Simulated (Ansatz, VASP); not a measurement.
## Cs: VASP beside Ansatz

```
CELL_PARAMETERS angstrom
-3.17362 3.17362 3.17362
3.17362 -3.17362 3.17362
3.17362 3.17362 -3.17362
ATOMIC_POSITIONS crystal
Cs 0.00000 0.00000 0.00000
```

Change from the starting cell: strain +0.050 along x and y, +0.050 along z, atoms carried along.

Alike in both runs: task single point; functional PBE; k mesh 12 × 12 × 12; occupations gaussian, width 0.15 eV; no spin polarisation.

|  | VASP | Ansatz |
| --- | --- | --- |
| version | VASP 6.6.1 | Ansatz 0.2.0 |
| potentials or method | VASP PAW PBE potentials, release 64 (Cs_sv) | scalar-relativistic, plane waves, PAW |
| plane-wave cutoff (eV) | 520 | 420 |
| valence electrons in the cell | 9 | 9 |

Ansatz gave:

| Property | Result |
| --- | --- |
| gap on the k mesh at the Fermi level (eV) | none |
| pressure (GPa) | -0.1 |

**Question.** What did VASP give for the same quantities?

**Answer.** gap on the k mesh at the Fermi level (eV): none; pressure (GPa): -0.2.

A gap of «none» marks a metal or a gap that the smearing closes.

The runs have no spin-orbit coupling, so splittings on Cs are missing.
